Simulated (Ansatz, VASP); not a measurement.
## Two plane-wave programs on SrO

INCAR

```
SYSTEM = SrO
PREC = Accurate
ENCUT = 520
EDIFF = 1E-6
ISMEAR = 0
SIGMA = 0.05
LREAL = .False.
LASPH = .True.
NELM = 80
ALGO = Normal
ISIF = 2
LWAVE = .False.
LCHARG = .False.
GGA = PE
NBANDS = 15
```

Contents of KPOINTS:

```
Automatic mesh
0
Gamma
  8 8 8
  0 0 0
```

File POSCAR:

```
SrO
1.0
    0.0000000000      2.2449270783      3.3673906174
    2.2449270783      0.0000000000      3.3673906174
    2.2449270783      2.2449270783      0.0000000000
Sr O
1 1
Direct
    0.0000000000      0.0000000000      0.0000000000
    0.5000000000      0.5000000000      0.5000000000
```

Input for Ansatz:

```yaml
crystal:
  lattice:
    - [0.0, 2.2449270783, 3.3673906174]
    - [2.2449270783, 0.0, 3.3673906174]
    - [2.2449270783, 2.2449270783, 0.0]
  atoms:
    - { symbol: Sr, position: [0.0, 0.0, 0.0] }
    - { symbol: O, position: [0.5, 0.5, 0.5] }
basis:
  ecutwfc: 420
kpoints:
  mp_grid: { grid: [8, 8, 8] }
hamiltonian:
  xc: pbe
scf:
  occupations: { method: gaussian, width: 0.05 }
output:
  forces: true
  stress: true
  eigenvalues: true
```

Alike in both runs: task single point; functional PBE; k mesh 8 × 8 × 8; occupations gaussian, width 0.05 eV; no spin polarisation.

|  | VASP | Ansatz |
| --- | --- | --- |
| version | VASP 6.6.1 | Ansatz 0.2.0 |
| potentials or method | VASP PAW PBE potentials, release 64 (Sr_sv, O) | scalar-relativistic, plane waves, PAW |
| plane-wave cutoff (eV) | 520 | 420 |
| valence electrons in the cell | 16 | 16 |

VASP gave:

- gap on the k mesh at the Fermi level (eV): 0.88
- least direct gap on the mesh (eV): 1.29

Q: Which values does Ansatz return?

A: gap on the k mesh at the Fermi level (eV): 0.93; least direct gap on the mesh (eV): 1.37.

The functional is the same, so the differences come from potentials, cutoffs and numerics.

 A k mesh can miss the band edges.
